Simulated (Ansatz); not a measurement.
SF6 on a (110) slab of Ta (Im-3m (No. 229)), 3 planes, outer planes Ta (top) and Ta (bottom), 1 a cell of 30.5 Å², relaxed and still whole (its atoms last):

```xyz
19
Lattice="5.6897 0.0000 0.0000 -1.8966 5.3643 0.0000 0.0000 0.0000 25.6321" Properties=species:S:1:pos:R:3 pbc="T T T"
Ta    0.9483    1.3411    8.0000
Ta    0.0000    4.0232    8.0000
Ta    3.7931    1.3411    8.0000
Ta    2.8448    4.0232    8.0000
Ta    1.8969    2.6828   10.2711
Ta    2.8459    0.0000   10.2702
Ta   -0.9476    2.6822   10.2702
Ta    0.0001    0.0002   10.2709
Ta    2.8332    4.0333   12.5426
Ta    3.8069    1.3329   12.5380
Ta    0.0123    4.0151   12.5374
Ta    0.9394    1.3484   12.5396
S     3.2363    3.2321   16.9665
F     2.1134    3.8253   17.9368
F     4.3586    2.6418   15.9803
F     3.7958    2.3239   18.1542
F     2.6729    4.1484   15.7616
F     4.2316    4.4115   17.3889
F     2.2406    2.0565   16.5275
```

Computed with Ansatz, DFT PBE+D3(BJ), scalar-relativistic, plane waves, PAW. Cutoff 420 eV; k points 4×4×1 on the computed 19-atom cell (Γ-centred); Gaussian smearing, width 0.10 eV; no spin polarisation. The cell repeats along c with a dipole correction in the vacuum.

It binds with 0.31 eV a molecule against the clean slab and the free molecule (no zero-point or thermal terms); its shortest contact is F–Ta 3.23 Å. Take first-order desorption with no barrier to adsorption, no reaction on the face and an assumed prefactor of 10^13 s⁻¹.

Question: How long does a molecule stay at 573 K?

Answer: τ = ν⁻¹·exp(E/k_BT) with k_BT = 0.0494 eV: E/k_BT = 6.3, so τ ≈ 5×10^-11 s. At about one hit a site a second (10⁻⁶ mbar) the coverage is near τ × 1 s⁻¹, so a layer needs more than atmospheric pressure.

Question: Where does its peak lie in a desorption experiment heated at 1 K/s?

Answer: The peak obeys E/(k_B·T_p²) = (ν/β)·exp(−E/k_BT_p). Solving gives T_p ≈ 115 K (E/k_BT_p = 31.2). An error of 0.1 eV in E moves it by about 37 K, and larger molecules have larger prefactors, which lowers it.

Question: Is this physisorption or chemisorption?

Answer: The tightest contact, F–Ta 3.23 Å, is 1.42 times the sum of covalent radii, and deformation and lateral interaction add up to -0.05 eV; under 0.01 e cross the plane between them. This is physisorption.